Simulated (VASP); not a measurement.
From VASP inputs to Ansatz: TePb (strained rocksalt)

INCAR

```
LCHARG = .TRUE.
ENCUT = 520
GGA = PE
IBRION = -1
NELM = 120
ISMEAR = -1
LWAVE = .FALSE.
LASPH = .TRUE.
PREC = Accurate
SIGMA = 0.02
LREAL = .FALSE.
LELF = .TRUE.
ISIF = 2
NBANDS = 17
EDIFF = 1E-7
NSW = 0
```

KPOINTS

```
KPOINTS created by Atomic Simulation Environment
0
Gamma
8 8 8
0 0 0
```

KPOINTS_OPT

```
special points
7
Reciprocal
0.0000000000 0.0000000000 0.0000000000 1
0.5000000000 0.0000000000 0.5000000000 1
0.6250000000 0.2500000000 0.6250000000 1
0.3750000000 0.3750000000 0.7500000000 1
0.5000000000 0.5000000000 0.5000000000 1
0.5000000000 0.2500000000 0.7500000000 1
0.0000000000 0.0000000000 0.5000000000 1
```

POSCAR

```
Pb Te
 1.0000000000000000
     0.0000000000000000    3.3985503227999998    3.2524829413999998
     3.3985503227999998    0.0000000000000000    3.2524829413999998
     3.3985503227999998    3.3985503227999998    0.0000000000000000
 Pb  Te
   1   1
Cartesian
  0.0000000000000000  0.0000000000000000  0.0000000000000000
  3.3985503227999994  3.3985503227999994  3.2524829413999994
```

VASP ran with the recommended PBE PAW datasets (20 valence electrons in the cell).

Q: Write an Ansatz input for this cell and level of theory.

A: 

```yaml
crystal:
  lattice:
    - [0.0, 3.3985503228, 3.2524829414]
    - [3.3985503228, 0.0, 3.2524829414]
    - [3.3985503228, 3.3985503228, 0.0]
  atoms:
    - { symbol: Pb, position: [0.0, 0.0, 0.0] }
    - { symbol: Te, position: [0.5, 0.5, 0.5] }
kpoints:
  mp_grid: { grid: [8, 8, 8] }
  band_path:
    path:
      - [0.0, 0.0, 0.0]
      - [0.5, 0.0, 0.5]
      - [0.625, 0.25, 0.625]
      - [0.375, 0.375, 0.75]
      - [0.5, 0.5, 0.5]
      - [0.5, 0.25, 0.75]
      - [0.0, 0.0, 0.5]
    npoints: 1
hamiltonian:
  xc: pbe
scf:
  occupations: { method: fermi_dirac, width: 0.02 }
  n_extra_bands: 4
output:
  forces: true
  stress: true
  eigenvalues: true
```

Other inputs would serve too.

|  | VASP | Ansatz |
| --- | --- | --- |
| gap between bands v and c | 0.85 eV | 0.84 eV |
| least direct gap | 0.85 eV | 0.84 eV |
| pressure | -1.8 GPa | -1.8 GPa |

Datasets and cutoffs are each program's own. VASP's cell holds 20 valence electrons and Ansatz's 30. Ansatz's stress includes a Pulay correction; VASP's doesn't.
